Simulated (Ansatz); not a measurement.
This concerns the formation energy of AlSb (zinc blende, F-43m) from the elements. Reaction: Sb (R-3m) + Al (fcc) → AlSb (zinc blende). Negative: the products are lower in energy. The value is per atom of the solid.

AlSb (zinc blende, F-43m), 2 atoms in the cell, k-point mesh 10×10×10 on the run's own vectors.
AlSb has the cubic space group F-43m (No. 216), the zinc blende structure, Pearson symbol cF8. Lattice parameters: a = 6.1497 Å, b = 6.1497 Å, c = 6.1497 Å, α = 90.00°, β = 90.00°, γ = 90.00°. Al on 4a has 4 Sb at 2.663 Å (tetrahedral). Sb on 4c sees 4 Al at 2.663 Å (tetrahedral). (Neighbours: up to the widest gap in distance over summed covalent radii, below 1.35, at either atom; cation-cation and far metal-metal contacts left out.)
(The calculation used a cell of 2 atoms; values per cell refer to that cell.)

Sb (R-3m), 2 atoms in the cell, k-point mesh 10×10×10 on the run's own vectors. Conventional cell: a = b = 4.3241 Å, c = 11.0498 Å, α = β = 90.00°, γ = 120.00°.

Al (fcc, Fm-3m), 1 atom in the cell, k-point mesh 26×26×26 on the run's own vectors. Conventional cell: a = b = c = 3.9834 Å, α = β = γ = 90.00°.

Computed with Ansatz (plane waves, PAW), its default PAW set, cutoff 420 eV, 500 eV for r2SCAN. The structures are at rest with PBE+D3(BJ); other levels are single points on them. HSE06 runs on coarser k-point meshes, mended by the PBE difference between the two meshes. Some cells are metallic or hold partly filled levels, where a hybrid on a coarse mesh is less sure. Neutral cells; Fermi-Dirac smearing of at most 0.10 eV in the solids, energies taken to zero width. The lattices are those relaxed with PBE+D3(BJ), so at other levels the solids can be strained, which adds to the spread. A dispersion term (D3(BJ), or D4 for r2SCAN) was computed beside these levels and is taken off wherever the name lacks it. Nuclei at rest; no vibrational terms. Spin-orbit coupling is left out.

### Question
What value does PBE+D3(BJ) give?

### Answer
-0.08 eV/atom, for Sb (R-3m) + Al (fcc) → AlSb (zinc blende).

### Question
List the value at the remaining levels and say how far they part.

### Answer
| Level | value (eV/atom) | less PBE+D3(BJ) |
|---|---|---|
| r2SCAN | -0.27 | -0.19 |
| r2SCAN+D4 | -0.24 | -0.16 |
| HSE06 | -0.30 | -0.22 |

The levels span 0.22 eV/atom, from HSE06 (-0.30) to PBE+D3(BJ) (-0.08).

Ansatz is a program for electronic structure.
